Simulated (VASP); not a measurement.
A run of VASP 6.6.1 is set up as follows.

INCAR

```
SYSTEM = Be27H
PREC = Accurate ; ENCUT = 520
EDIFF = 1E-6 ; ISMEAR = -1
SIGMA = 0.1 ; LREAL = Auto
LASPH = .TRUE. ; NELM = 80
ALGO = Normal ; ISIF = 2
LWAVE = .FALSE. ; LCHARG = .FALSE.
GGA = PE ; NBANDS = 48
```

KPOINTS

```
Automatic mesh
0
G
  3 3 1
  0 0 0
```

POSCAR

```
Be27H
1.0
    6.8700000000      0.0000000000      0.0000000000
    3.4350000000      5.9495950000      0.0000000000
    0.0000000000      0.0000000000     14.5884300000
Be H
27 1
Direct
    0.0000000000      0.0000000000      0.0685475000
    0.3333333000      0.0000000000      0.0685475000
    0.6666667000      0.0000000000      0.0685475000
    0.0000000000      0.3333333000      0.0685475000
    0.3333333000      0.3333333000      0.0685475000
    0.6666667000      0.3333333000      0.0685475000
    0.0000000000      0.6666667000      0.0685475000
    0.3333333000      0.6666667000      0.0685475000
    0.6666667000      0.6666667000      0.0685475000
   -0.1092352936      0.2215983901      0.1969120769
    0.2208895276      0.2216461167      0.1969717737
    0.5555898665      0.2222404723      0.1973367717
   -0.1111653953      0.5554749713      0.1951254298
    0.2209941854      0.5573984709      0.1969493068
    0.5549318549      0.5574272105      0.1969299682
   -0.1092527893      0.8876182327      0.1969431735
    0.2222404449      0.8889015260      0.1913768244
    0.5549756865      0.8875765884      0.1969600507
   -0.0030824871      0.0014359856      0.3227460124
    0.3347989020      0.0014885805      0.3228205361
    0.6670717243     -0.0009831559      0.3247761227
   -0.0027732028      0.3389116677      0.3226188144
    0.3323711395      0.3337190480      0.3248138112
    0.6670808602      0.3338053216      0.3246900245
   -0.0028919001      0.6637975698      0.3226344844
    0.3348165546      0.6635803565      0.3227863046
    0.6722128148      0.6638563060      0.3226031602
    0.2220806200      0.8887438305      0.3789868356
```

Potentials or basis: VASP PAW PBE potentials, release 64 (Be, H).

Command:

```bash
$ cat potpaw_PBE.64/Be/POTCAR potpaw_PBE.64/H/POTCAR > POTCAR
$ mpirun -np 1 vasp_std > vasp.out
```

(1) Estimate the largest force.

(2) Predict the band gap on the k mesh.

Results:

(1) 0.069 eV/Å.

(2) none (metal or under the smearing width).
